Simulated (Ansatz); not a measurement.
## NaBr in the rock salt structure (space group Fm-3m, No. 225)

```
CELL_PARAMETERS angstrom
      0.00000     2.96360     2.96360
      2.96360     0.00000     2.96360
      2.96360     2.96360     0.00000
ATOMIC_POSITIONS crystal
  Br 0.00000 0.00000 0.00000
  Na 0.50000 0.50000 0.50000
```

Computed with Ansatz (a first-principles code), PBEsol, PAW, cutoff 420 eV, scalar-relativistic without spin-orbit coupling. k-mesh 10×10×10 (Γ-centred); smearing 0.05 eV (Fermi–Dirac).

| Quantity | Result |
|---|---|
| Volume per atom | 26.03 Å³ |
| Density | 3.28 g/cm³ |
| Band gap | 4.07 eV, direct at Γ |
| Electron mass | 0.31 mₑ |
| Hole mass (degenerate bands, along [100]) | 0.45, 2.1, 2.1 mₑ |
| Lowest conduction-band minima above the VBM | Γ 4.07 eV |
| Total energy | -2107.735 eV/atom (σ→0; compares only within this code and set-up) |

Masses are band curvatures over ±0.01 Å⁻¹ around the edge. Semilocal Kohn–Sham gaps tend to fall short of experiment. Stability against distortions was not tested.
